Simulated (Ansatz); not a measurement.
Wanted: the native input for an Ansatz 0.2.0 run.

| Item | Value |
| --- | --- |
| Task | single point |
| Functional | PBE |
| Potentials or basis | Ansatz PAW |
| Cutoff | 420 eV (not typed: the program's choice for these potentials) |
| k mesh | 13 × 13 × 13 |
| Occupations | gaussian, width 0.024 eV |
| Spin | no spin polarisation |

Crystal: Ga.

```
CELL_PARAMETERS angstrom
-1.38440 1.38440 2.31122
1.38440 -1.38440 2.31122
1.38440 1.38440 -2.31122
ATOMIC_POSITIONS crystal
Ga 0.00000 0.00000 0.00000
```

This isn't the form of Ga at room conditions, which is orthorhombic.

These files were run (other wordings do the same):

input.yaml

```yaml
crystal:
  lattice:
    - [-1.3843987196, 1.3843987196, 2.3112238365]
    - [1.3843987196, -1.3843987196, 2.3112238365]
    - [1.3843987196, 1.3843987196, -2.3112238365]
  atoms:
    - { symbol: Ga, position: [0.0, 0.0, 0.0] }
hamiltonian:
  xc: pbe
  pseudopotentials: { kind: paw }
kpoints:
  mp_grid: { grid: [13, 13, 13] }
scf:
  occupations: { method: gaussian, width: 0.024 }
output:
  forces: true
  stress: true
  eigenvalues: true
```

Potentials or basis: Ansatz PAW.

Launch:

```sh
$ ansatz run input.yaml --threads 2 --pin off --max-ram 5632MiB --backend cpu --events-out ev --progress --plain --runs-dir out
```

Results of the run:

```
Pressure               : 3.5 GPa
Band gap on the k mesh : none (metal or under the smearing width)
```

It took 1 s on 2 threads of Arm Neoverse V2, with other jobs on the host, peak memory 0.31 GiB.
